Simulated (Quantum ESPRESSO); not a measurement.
# TePb (Pm-3m) in Quantum ESPRESSO: equation of state

How stiff is TePb in PBE, and what volume does it want? The cell is scaled to several volumes.

Everything below comes from runs of Quantum ESPRESSO 7.5. Logs are shortened: lines on timing, memory, paths and dates and some standing lists are left out, and cuts for length are marked.

## (1) The crystal as given

The structure is cubic, space group Pm-3m (No. 221). The conventional cell has a = 4.002 Å, b = 4.002 Å, c = 4.002 Å, α = 90.00°, β = 90.00°, γ = 90.00°. Around Pb (site symmetry m-3m) lie 8 Te at 3.47 Å. Around Te (site symmetry m-3m) lie 8 Pb at 3.47 Å.

Measurements of this composition are mostly on another form, of space group No. 225.

## (2) Single point, PBE, 30.13 Å³/atom

File pw.in:

```
&CONTROL
  calculation = 'scf'
  prefix = 'pwscf'
  outdir = './tmp'
  pseudo_dir = './pseudo'
  tprnfor = .true.
  tstress = .true.
  disk_io = 'nowf'
/
&SYSTEM
  ibrav = 0
  nat = 2
  ntyp = 2
  ecutwfc = 55
  ecutrho = 440
  nbnd = 16
  occupations = 'smearing'
  smearing = 'fd'
  degauss = 0.00367493
/
&ELECTRONS
  conv_thr = 4d-10
  electron_maxstep = 120
  mixing_beta = 0.5
/
ATOMIC_SPECIES
Pb   207.2000 Pb.pbe-dn-kjpaw_psl.0.2.2.UPF
Te   127.6000 Te_pbe_v1.uspp.F.UPF
CELL_PARAMETERS angstrom
   3.9205847483    0.0000000000    0.0000000000
   0.0000000000    3.9205847483    0.0000000000
   0.0000000000    0.0000000000    3.9205847483
ATOMIC_POSITIONS crystal
Pb     0.0000000000    0.0000000000    0.0000000000
Te     0.5000000000    0.5000000000    0.5000000000
K_POINTS automatic
7 7 7 0 0 0
```

Potentials or basis: SSSP 1.3 efficiency PBE.

Launch:

```bash
$ OMP_NUM_THREADS=1 pw.x -in pw.in > pw.out
```

pw.out:

```text
This program is part of the open-source Quantum ESPRESSO suite
     for quantum simulation of materials; please cite
         "P. Giannozzi et al., J. Phys.:Condens. Matter 21 395502 (2009);
         "P. Giannozzi et al., J. Phys.:Condens. Matter 29 465901 (2017);
         "P. Giannozzi et al., J. Chem. Phys. 152 154105 (2020);
     in publications or presentations arising from this work. More details at

     file Pb.pbe-dn-kjpaw_psl.0.2.2.UPF: wavefunction(s)  6S renormalized
     Message from routine setup:
     using ibrav=0 with symmetry is DISCOURAGED, use correct ibrav instead

     G-vector sticks info
     --------------------
     sticks:   dense  smooth     PW     G-vecs:    dense   smooth      PW
     Sum        1917     965    293                63317    22335    3695

     Using Slab Decomposition

     bravais-lattice index     =            0
     lattice parameter (alat)  =       7.4088  a.u.
     unit-cell volume          =     406.6766 (a.u.)^3
     number of atoms/cell      =            2
     number of atomic types    =            2
     number of electrons       =        20.00
     number of Kohn-Sham states=           16
     kinetic-energy cutoff     =      55.0000  Ry
     charge density cutoff     =     440.0000  Ry
     scf convergence threshold =      4.0E-10
     mixing beta               =       0.5000
     number of iterations used =            8  plain     mixing
     Exchange-correlation= SLA  PW   PBE  PBE
                           (   1   4   3   4   0   0   0)

     celldm(1)=   7.408831  celldm(2)=   0.000000  celldm(3)=   0.000000
     celldm(4)=   0.000000  celldm(5)=   0.000000  celldm(6)=   0.000000

     crystal axes: (cart. coord. in units of alat)
               a(1) = (   1.000000   0.000000   0.000000 )
               a(2) = (   0.000000   1.000000   0.000000 )
               a(3) = (   0.000000   0.000000   1.000000 )

     reciprocal axes: (cart. coord. in units 2 pi/alat)
               b(1) = (  1.000000  0.000000  0.000000 )
               b(2) = (  0.000000  1.000000  0.000000 )
               b(3) = (  0.000000  0.000000  1.000000 )

     PseudoPot. # 1 for Pb read from file:
     Pb.pbe-dn-kjpaw_psl.0.2.2.UPF
     Pseudo is Projector augmented-wave + core cor, Zval = 14.0
     Generated using "atomic" code by A. Dal Corso  v.5.0.99 svn rev. 10869
     Shape of augmentation charge: PSQ
     Using radial grid of 1281 points,  6 beta functions with:
                l(1) =   0
                l(2) =   0
                l(3) =   1
                l(4) =   1
                l(5) =   2
                l(6) =   2
     Q(r) pseudized with 0 coefficients

     PseudoPot. # 2 for Te read from file:
     Te_pbe_v1.uspp.F.UPF
     Pseudo is Ultrasoft + core correction, Zval =  6.0
     Generated by new atomic code, or converted to UPF format
     Using radial grid of  891 points,  5 beta functions with:
                l(1) =   0
                l(2) =   0
                l(3) =   1
                l(4) =   1
                l(5) =   2
     Q(r) pseudized with  6 coefficients,  rinner =    1.800   1.800   1.800
                                                       1.800   1.800

     atomic species   valence    mass     pseudopotential
     Pb               14.00   207.20000     Pb( 1.00)
     Te                6.00   127.60000     Te( 1.00)

     48 Sym. Ops., with inversion, found

   Cartesian axes

     site n.     atom                  positions (alat units)
         1        Pb     tau(   1) = (   0.0000000   0.0000000   0.0000000  )
         2        Te     tau(   2) = (   0.5000000   0.5000000   0.5000000  )

     number of k points=    20  Fermi-Dirac smearing, width (Ry)=  0.0037
                       cart. coord. in units 2pi/alat
        k(    1) = (   0.0000000   0.0000000   0.0000000), wk =   0.0058309
        k(    2) = (   0.0000000   0.0000000   0.1428571), wk =   0.0349854
        k(    3) = (   0.0000000   0.0000000   0.2857143), wk =   0.0349854
        k(    4) = (   0.0000000   0.0000000   0.4285714), wk =   0.0349854
        k(    5) = (   0.0000000   0.1428571   0.1428571), wk =   0.0699708
        k(    6) = (   0.0000000   0.1428571   0.2857143), wk =   0.1399417
[... 12 lines left out ...]
        k(   19) = (   0.2857143   0.4285714   0.4285714), wk =   0.1399417
        k(   20) = (   0.4285714   0.4285714   0.4285714), wk =   0.0466472

     Dense  grid:    63317 G-vectors     FFT dimensions: (  50,  50,  50)

     Smooth grid:    22335 G-vectors     FFT dimensions: (  36,  36,  36)

     Initial potential from superposition of free atoms

     starting charge      19.9974, renormalised to      20.0000
     Starting wfcs are   13 randomized atomic wfcs +    3 random wfcs

     Self-consistent Calculation

     iteration #  1     ecut=    55.00 Ry     beta= 0.50
     Davidson diagonalization with overlap
     ethr =  1.00E-02,  avg # of iterations =  5.2

     Threshold (ethr) on eigenvalues was too large:
     Diagonalizing with lowered threshold

     Davidson diagonalization with overlap
     ethr =  2.50E-04,  avg # of iterations =  5.6

     total energy              =    -897.06201426 Ry
     estimated scf accuracy    <       0.04847152 Ry

     iteration #  2     ecut=    55.00 Ry     beta= 0.50
     Davidson diagonalization with overlap
     ethr =  2.42E-04,  avg # of iterations =  2.5

     total energy              =    -897.07469669 Ry
     estimated scf accuracy    <       0.01479232 Ry

     iteration #  3     ecut=    55.00 Ry     beta= 0.50
     Davidson diagonalization with overlap
     ethr =  7.40E-05,  avg # of iterations =  2.4

     total energy              =    -897.07815988 Ry
     estimated scf accuracy    <       0.00048661 Ry

     iteration #  4     ecut=    55.00 Ry     beta= 0.50
     Davidson diagonalization with overlap
     c_bands:  1 eigenvalues not converged
     ethr =  2.43E-06,  avg # of iterations = 11.6

     total energy              =    -897.07908420 Ry
     estimated scf accuracy    <       0.00026272 Ry

     iteration #  5     ecut=    55.00 Ry     beta= 0.50
     Davidson diagonalization with overlap
     ethr =  1.31E-06,  avg # of iterations =  2.6

     total energy              =    -897.07911542 Ry
     estimated scf accuracy    <       0.00003912 Ry

     iteration #  6     ecut=    55.00 Ry     beta= 0.50
     Davidson diagonalization with overlap
     ethr =  1.96E-07,  avg # of iterations =  3.4

     total energy              =    -897.07912831 Ry
     estimated scf accuracy    <       0.00000744 Ry

     iteration #  7     ecut=    55.00 Ry     beta= 0.50
     Davidson diagonalization with overlap
     ethr =  3.72E-08,  avg # of iterations =  4.5

     total energy              =    -897.07913215 Ry
     estimated scf accuracy    <       0.00000025 Ry

     iteration #  8     ecut=    55.00 Ry     beta= 0.50
     Davidson diagonalization with overlap
     ethr =  1.27E-09,  avg # of iterations =  6.2

     total energy              =    -897.07913255 Ry
     estimated scf accuracy    <       0.00000065 Ry

     iteration #  9     ecut=    55.00 Ry     beta= 0.50
     Davidson diagonalization with overlap
     ethr =  1.27E-09,  avg # of iterations =  2.9

     total energy              =    -897.07913259 Ry
     estimated scf accuracy    <       0.00000002 Ry

     iteration # 10     ecut=    55.00 Ry     beta= 0.50
     Davidson diagonalization with overlap
     ethr =  9.18E-11,  avg # of iterations =  5.8

     total energy              =    -897.07913261 Ry
     estimated scf accuracy    <       0.00000004 Ry
[... 8 lines left out ...]
     iteration # 12     ecut=    55.00 Ry     beta= 0.50
     Davidson diagonalization with overlap
     ethr =  7.64E-11,  avg # of iterations =  4.3

     total energy              =    -897.07913261 Ry
     estimated scf accuracy    <          9.2E-09 Ry

     iteration # 13     ecut=    55.00 Ry     beta= 0.50
     Davidson diagonalization with overlap
     ethr =  4.59E-11,  avg # of iterations =  1.3

     total energy              =    -897.07913261 Ry
     estimated scf accuracy    <          1.4E-09 Ry

     iteration # 14     ecut=    55.00 Ry     beta= 0.50
     Davidson diagonalization with overlap
     ethr =  7.00E-12,  avg # of iterations =  5.5

     total energy              =    -897.07913261 Ry
     estimated scf accuracy    <          7.1E-09 Ry

     iteration # 15     ecut=    55.00 Ry     beta= 0.50
     Davidson diagonalization with overlap
     ethr =  7.00E-12,  avg # of iterations =  3.0

     total energy              =    -897.07913261 Ry
     estimated scf accuracy    <          5.5E-10 Ry

     iteration # 16     ecut=    55.00 Ry     beta= 0.50
     Davidson diagonalization with overlap
     ethr =  2.74E-12,  avg # of iterations =  3.5

     End of self-consistent calculation

          k = 0.0000 0.0000 0.0000 (  2801 PWs)   bands (ev):

    -7.9579  -7.9579  -7.8573  -7.8573  -7.8573  -3.4276   2.5709   7.4632
     7.4632   7.4632  13.0202  13.0202  14.8437  14.8437  14.8437  19.9235

          k = 0.0000 0.0000 0.1429 (  2837 PWs)   bands (ev):

    -7.9570  -7.9418  -7.8635  -7.8635  -7.8568  -3.2523   2.1637   7.3473
     7.6564   7.6564  13.1753  13.3005  14.2418  14.2418  14.5011  19.7131

          k = 0.0000 0.0000 0.2857 (  2798 PWs)   bands (ev):

    -7.9549  -7.9057  -7.8771  -7.8771  -7.8556  -2.7520   1.1414   7.5182
     8.1948   8.1948  11.5147  12.9220  12.9220  13.6230  16.9442  17.8126

          k = 0.0000 0.0000 0.4286 (  2810 PWs)   bands (ev):

    -7.9531  -7.8880  -7.8880  -7.8769  -7.8546  -2.0967   0.0885   8.2190
     8.8535   8.8535   9.8422  11.7431  11.7431  14.2229  16.4800  20.2521

          k = 0.0000 0.1429 0.1429 (  2803 PWs)   bands (ev):

    -7.9486  -7.9330  -7.8707  -7.8634  -7.8621  -3.0784   1.9234   6.5885
     7.8398   8.3406  12.1893  13.8817  13.9516  13.9671  15.1880  18.5541

          k = 0.0000 0.1429 0.2857 (  2791 PWs)   bands (ev):

    -7.9438  -7.8992  -7.8869  -7.8762  -7.8611  -2.5855   1.1598   6.3229
     8.3449   8.8024  10.6265  12.9004  13.4380  14.5188  17.1916  18.0280

          k = 0.0000 0.1429 0.4286 (  2809 PWs)   bands (ev):

    -7.9417  -7.8998  -7.8868  -7.8704  -7.8600  -1.9524   0.2392   6.8839
     8.0304   8.9413  10.6394  11.9095  12.2238  15.0340  17.4333  19.2320

          k = 0.0000 0.2857 0.2857 (  2806 PWs)   bands (ev):

    -7.9286  -7.9086  -7.8750  -7.8749  -7.8729  -2.1255   1.0463   5.2858
     7.8182   8.7400  10.7291  12.7109  13.6468  15.8637  17.3443  17.6386

          k = 0.0000 0.2857 0.4286 (  2801 PWs)   bands (ev):

    -7.9259  -7.9224  -7.8840  -7.8721  -7.8492  -1.5782   0.6356   5.3157
     6.3500   9.1545  11.6329  12.3458  12.8816  16.1439  17.6612  17.6820
[... 26 lines left out ...]
          k = 0.1429 0.2857 0.4286 (  2807 PWs)   bands (ev):

    -7.9230  -7.9059  -7.8931  -7.8794  -7.8479  -1.4658   0.7765   5.4666
     6.3988   8.1081  10.4603  12.1660  13.3049  16.5712  17.2477  18.0911

          k = 0.1429 0.4286 0.4286 (  2789 PWs)   bands (ev):

    -7.9418  -7.8957  -7.8903  -7.8898  -7.8259  -1.1177   1.1719   4.7366
     5.1513   8.4929  10.8978  11.9408  12.5238  16.4476  17.7136  18.4529

          k = 0.2857 0.2857 0.2857 (  2794 PWs)   bands (ev):

    -7.9072  -7.8971  -7.8971  -7.8726  -7.8726  -1.5954   1.2001   6.1064
     6.1064   7.2179  10.7241  10.7241  12.9036  17.4275  18.3656  18.3656

          k = 0.2857 0.2857 0.4286 (  2810 PWs)   bands (ev):

    -7.9197  -7.9102  -7.8956  -7.8716  -7.8419  -1.1838   1.1494   5.6805
     6.2565   6.9521   9.2013  11.0164  12.2344  17.9576  18.8744  19.1639

          k = 0.2857 0.4286 0.4286 (  2815 PWs)   bands (ev):

    -7.9320  -7.9091  -7.9081  -7.8561  -7.8251  -0.9171   1.5366   5.3729
     5.6093   7.1559   9.0879  10.0020  10.8088  18.9824  20.2811  20.7825

          k = 0.4286 0.4286 0.4286 (  2818 PWs)   bands (ev):

    -7.9253  -7.9227  -7.9227  -7.8244  -7.8244  -0.7356   1.9147   6.0013
     6.2893   6.2893   8.3783   8.3783   9.2195  21.6422  22.2856  22.2856

     the Fermi energy is     9.1126 ev

!    total energy              =    -897.07913261 Ry
     estimated scf accuracy    <          7.1E-11 Ry
     smearing contrib. (-TS)   =      -0.00119187 Ry
     internal energy E=F+TS    =    -897.07794074 Ry

     The total energy is F=E-TS. E is the sum of the following terms:
     one-electron contribution =     -35.24107231 Ry
     hartree contribution      =      32.43598489 Ry
     xc contribution           =     -58.80317995 Ry
     ewald contribution        =    -107.03148890 Ry
     one-center paw contrib.   =    -728.43818447 Ry

     convergence has been achieved in  16 iterations

     Forces acting on atoms (cartesian axes, Ry/au):

     atom    1 type  1   force =     0.00000000    0.00000000    0.00000000
     atom    2 type  2   force =     0.00000000    0.00000000    0.00000000

     Total force =     0.000000     Total SCF correction =     0.000000

     Computing stress (Cartesian axis) and pressure

          total   stress  (Ry/bohr**3)                   (kbar)     P=       26.46
   0.00017989   0.00000000   0.00000000           26.46        0.00        0.00
   0.00000000   0.00017989   0.00000000            0.00       26.46        0.00
   0.00000000   0.00000000   0.00017989            0.00        0.00       26.46

=------------------------------------------------------------------------------=
   JOB DONE.
=------------------------------------------------------------------------------=
```

It took 41 s on 1 thread of Intel Xeon at 2.70GHz, shared host; peak memory 0.27 GiB.

What came out:

- Free energy: -12205.3834 eV
- Pressure: 2.6 GPa
- Band gap on the k mesh: none (metal or under the smearing width)

## (3) Single point, PBE, 30.77 Å³/atom

Edit pw.in of step 2 so:

```diff
@@ -29,5 +29,5 @@
 CELL_PARAMETERS angstrom
-   3.9205847483    0.0000000000    0.0000000000
-   0.0000000000    3.9205847483    0.0000000000
-   0.0000000000    0.0000000000    3.9205847483
+   3.9481954097    0.0000000000    0.0000000000
+   0.0000000000    3.9481954097    0.0000000000
+   0.0000000000    0.0000000000    3.9481954097
 ATOMIC_POSITIONS crystal
```

Potentials or basis: SSSP 1.3 efficiency PBE.

Launch:

```bash
$ OMP_NUM_THREADS=1 pw.x -in pw.in > pw.out
```

It took 40 s on 1 thread of Intel Xeon at 2.70GHz, shared host; peak memory 0.28 GiB.

Results (log left out):

- Free energy: -12205.4010 eV
- Pressure: 1.6 GPa
- Band gap on the k mesh: none (metal or under the smearing width)

## (4) Single point, PBE, 31.41 Å³/atom

Edit pw.in of step 3 so:

```diff
@@ -29,5 +29,5 @@
 CELL_PARAMETERS angstrom
-   3.9481954097    0.0000000000    0.0000000000
-   0.0000000000    3.9481954097    0.0000000000
-   0.0000000000    0.0000000000    3.9481954097
+   3.9754252041    0.0000000000    0.0000000000
+   0.0000000000    3.9754252041    0.0000000000
+   0.0000000000    0.0000000000    3.9754252041
 ATOMIC_POSITIONS crystal
```

Launch:

```bash
$ OMP_NUM_THREADS=1 pw.x -in pw.in > pw.out
```

Run time: 50 s. Hardware: 1 thread of Intel Xeon at 2.70GHz, shared host; peak memory 0.28 GiB.

The run converged. Its results:

```yaml
Free_energy: -12205.4109 eV
Pressure: 0.7 GPa
Band_gap_on_the_k_mesh: none (metal or under the smearing width)
```

## (5) Single point, PBE, 32.05 Å³/atom

Edit pw.in of step 4 so:

```diff
@@ -29,5 +29,5 @@
 CELL_PARAMETERS angstrom
-   3.9754252041    0.0000000000    0.0000000000
-   0.0000000000    3.9754252041    0.0000000000
-   0.0000000000    0.0000000000    3.9754252041
+   4.0022870000    0.0000000000    0.0000000000
+   0.0000000000    4.0022870000    0.0000000000
+   0.0000000000    0.0000000000    4.0022870000
 ATOMIC_POSITIONS crystal
```

Launch:

```bash
$ OMP_NUM_THREADS=1 pw.x -in pw.in > pw.out
```

Wall time 47 s (1 thread of Intel Xeon at 2.70GHz, shared host); peak memory 0.29 GiB.

Results (log left out):

| Item | Value |
| --- | --- |
| Free energy | -12205.4137 eV |
| Pressure | -0.1 GPa |
| Band gap on the k mesh | none (metal or under the smearing width) |

## (6) Single point, PBE, 32.70 Å³/atom

Edit pw.in of step 5 so:

```diff
@@ -29,5 +29,5 @@
 CELL_PARAMETERS angstrom
-   4.0022870000    0.0000000000    0.0000000000
-   0.0000000000    4.0022870000    0.0000000000
-   0.0000000000    0.0000000000    4.0022870000
+   4.0287929844    0.0000000000    0.0000000000
+   0.0000000000    4.0287929844    0.0000000000
+   0.0000000000    0.0000000000    4.0287929844
 ATOMIC_POSITIONS crystal
```

Potentials or basis: SSSP 1.3 efficiency PBE.

Launch:

```bash
$ OMP_NUM_THREADS=1 pw.x -in pw.in > pw.out
```

It took 39 s on 1 thread of Intel Xeon at 2.70GHz, shared host; peak memory 0.29 GiB.

Results (log left out):

```
Free energy            : -12205.4100 eV
Pressure               : -0.9 GPa
Band gap on the k mesh : none (metal or under the smearing width)
```

## (7) Single point, PBE, 33.34 Å³/atom

Edit pw.in of step 6 so:

```diff
@@ -29,5 +29,5 @@
 CELL_PARAMETERS angstrom
-   4.0287929844    0.0000000000    0.0000000000
-   0.0000000000    4.0287929844    0.0000000000
-   0.0000000000    0.0000000000    4.0287929844
+   4.0549547108    0.0000000000    0.0000000000
+   0.0000000000    4.0549547108    0.0000000000
+   0.0000000000    0.0000000000    4.0549547108
 ATOMIC_POSITIONS crystal
```

Launch:

```bash
$ OMP_NUM_THREADS=1 pw.x -in pw.in > pw.out
```

It took 46 s on 1 thread of Intel Xeon at 2.70GHz, shared host; peak memory 0.3 GiB.

The run converged. Its results:

```
Free energy            : -12205.4005 eV
Pressure               : -1.6 GPa
Band gap on the k mesh : none (metal or under the smearing width)
```

(Part 1 of 2 ends here.)
